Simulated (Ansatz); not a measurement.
Runs of Ansatz 0.2.0 on InP. It takes space group Fm-3m (No. 225, cubic). The conventional cell has a = 5.538 Å, b = 5.538 Å, c = 5.538 Å, α = 90.00°, β = 90.00°, γ = 90.00°. In (site symmetry m-3m) is surrounded by 6 P at 2.77 Å. Around P (site symmetry m-3m) lie 6 In at 2.77 Å. Measurements of this composition are mostly on another form, of space group No. 216.

```csv
task,level,spin,cell,k mesh,cutoff (eV),points for each segment of the path,gap on the mesh (eV),pressure (GPa),relaxed volume (Å³/atom)
relaxation of cell and atoms,revPBE,off,relaxed,8 × 8 × 8,420,-,none,0.0,21.62
band structure,BLYP,off,as given,8 × 8 × 8,420,14,none,(b),-
band structure,r2SCAN,off,as given,8 × 8 × 8,500,14,none,(a),-
band structure,r2SCAN,"SOC, no magnetisation",as given,6 × 6 × 6,500,14,none,-1.5,-
relaxation of cell and atoms,BLYP,off,relaxed,8 × 8 × 8,420,-,none,0.0,22.95
```

Alike in all rows: potentials or basis Ansatz PAW; smearing fermi-dirac 0.05 eV.

Q: Fill in the values left out.

A: (a) -2.0; (b) 5.2.

Caveats: the PAW data sets come from PBE, with cores solved anew for the run's functional, which leaves a small shift of forces and pressure; the plane-wave basis is chosen anew once the cell has moved, so the energies of steps on either side of that aren't comparable (some runs); spin-orbit coupling is left out, which moves the levels of the heavy elements (some runs).

A k mesh can miss the band edges, and rows without SOC leave out spin-orbit coupling on In.

A gap of «none» marks a metal or a gap under the smearing width.

Runs at the PBE level aren't shown here.
